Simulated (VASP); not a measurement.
Runs of VASP 6.6.1 on MoS2. The cell holds a sheet with vacuum, 3 atoms: a = 3.117 Å, b = 3.117 Å, c = 19.120 Å, α = 90.00°, β = 90.00°, γ = 120.00°. The cell was built by a generator and needn't be a form met in nature.

```tsv
task	level	spin	cell	k mesh	cutoff (eV)	dipole correction	grid for exact exchange (PRECFOCK)	screening parameter	exchange at q = 0	gap on the mesh (eV)	largest force (eV/Å)
work function	PBEsol	non-collinear, zero start, SOC	P-6m2, 53.62 Å³/atom	12 × 12 × 1	520	yes	-	-	-	-	(a)
work function	HSE06	off	P-6m2, 53.62 Å³/atom	6 × 6 × 1	520	yes	Fast	0.2 1/A	-	2.42	0.15
work function	PBEsol	off	P-6m2, 53.62 Å³/atom	12 × 12 × 1	520	yes	-	-	-	1.90	0.05
work function	r2SCAN	off	P-6m2, 53.62 Å³/atom	12 × 12 × 1	520	yes	-	-	-	2.02	(b)
relaxation of cell and atoms	PBEsol+D3(BJ)	off	relaxed	12 × 12 × 1	600	no	-	-	-	1.90	-
work function	PBE0	off	P-6m2, 53.62 Å³/atom	6 × 6 × 1	520	yes	Fast	-	default	(c)	0.13
```

Alike in all rows: potentials or basis VASP PAW PBE potentials, release 64 (S, Mo_sv); smearing gaussian 0.03 eV.

Question: Estimate the missing entries.

Answer: (a) 0.06; (b) 0.22; (c) 3.11.

Caveats: the PAW data sets were made with another functional, which shifts forces and pressure a little.

A k mesh can miss the band edges, and rows without SOC leave out spin-orbit coupling on Mo.
